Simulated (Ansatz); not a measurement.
# Cu: a line through an energy map

Aim: follow the energy of Cu (I4/mmm, No. 139; 1 atom in the cell) along one coordinate, c/a of the conventional cell, with the other held at volume per atom = 11.36 Å³.

Program: Ansatz 0.2.0. Level of theory: DFT PBE, scalar-relativistic, plane waves, PAW. These are calculated values, not measurements.

17 further runs of the same task are left out: 17 set aside as unsound or not needed.

**1. The system as given**

Symmetry: I4/mmm, No. 139, tetragonal system. The conventional cell has a = 2.947 Å, b = 2.947 Å, c = 2.764 Å, α = 90.00°, β = 90.00°, γ = 90.00°. Cu (site symmetry 4/mmm) is surrounded by 10 Cu at 2.50 to 2.76 Å.

Structure file:

```xyz
1
Lattice="-1.4733 1.4733 1.3820 1.4733 -1.4733 1.3820 1.4733 1.4733 -1.3820" Properties=species:S:1:pos:R:3 pbc="T T T"
Cu    0.0000    0.0000    0.0000
```

It goes back to an entry of the Materials Project, which need not be the stable form.

It is the result of an earlier relaxation at this level (volume 12.00 Å³/atom; gap on the mesh: none (metal)).

**2. Plan of the line**

The energy is mapped over volume and the cell's shape.

- volume per atom: 7 values from 10.08 to 13.92 Å³
- c/a of the conventional cell: 7 values from 0.832 to 1.058

Nothing else is relaxed (symmetry fixes all fractional coordinates). Energies count from the relaxed crystal. Points are written as (first, second).

**3. Grid point (11.36 Å³, 0.832)**

input.yaml reads:

```yaml
crystal:
  lattice:
    - [-1.5058898514, 1.5058898514, 1.2521474115]
    - [1.5058898514, -1.5058898514, 1.2521474115]
    - [1.5058898514, 1.5058898514, -1.2521474115]
  atoms:
    - { symbol: Cu, position: [0.0, 0.0, 0.0] }
basis:
  ecutwfc: 520.0
kpoints:
  mp_grid: { grid: [24, 24, 24] }
hamiltonian:
  xc: pbe
  pseudopotentials: { kind: paw, azcp: { folder: soft_1 } }
scf:
  occupations: { method: gaussian, width: 0.15 }
output:
  forces: true
  stress: true
  eigenvalues: true
  write_density: true
  write_potential: true
  elf: true
  volumetric_format: npy
```

Command:

```console
$ ansatz run input.yaml --threads 1 --pin off --max-ram 2048MiB --backend cpu --events-out ev --progress --plain --runs-dir out
```

Further runs follow: the other points of the line.

Before running it: what results should come out? Wanted: for each run, c/a of the conventional cell; energy; slope; pressure.

The runs gave:

```
c/a of the conventional cell  step  energy (meV/atom)  slope (meV/atom per unit)  pressure (GPa)
                       0.832     3                 35                       −486           10.14
                       0.866     4                 23                       −216            9.37
                       0.901     5                 18                        −77            8.99
                       0.938     –                 17                        −13            8.79
                       0.977     6                 17                          1            8.69
                       1.017     7                 17                         −7            8.68
                       1.058     8                 16                        −44            8.72
```

Energies count from the relaxed crystal. Rows without a step come from runs not printed here or follow by symmetry. Slopes come from the forces (and the stress, where the cell changes), not from differences of energies.

**Reading.** Along this line the energy keeps falling to 1.058, the edge of the range. The highest point computed, at 0.832, lies 19 meV/atom above the lowest. This is one cut through a surface in two coordinates; the map's lowest point lies off it.
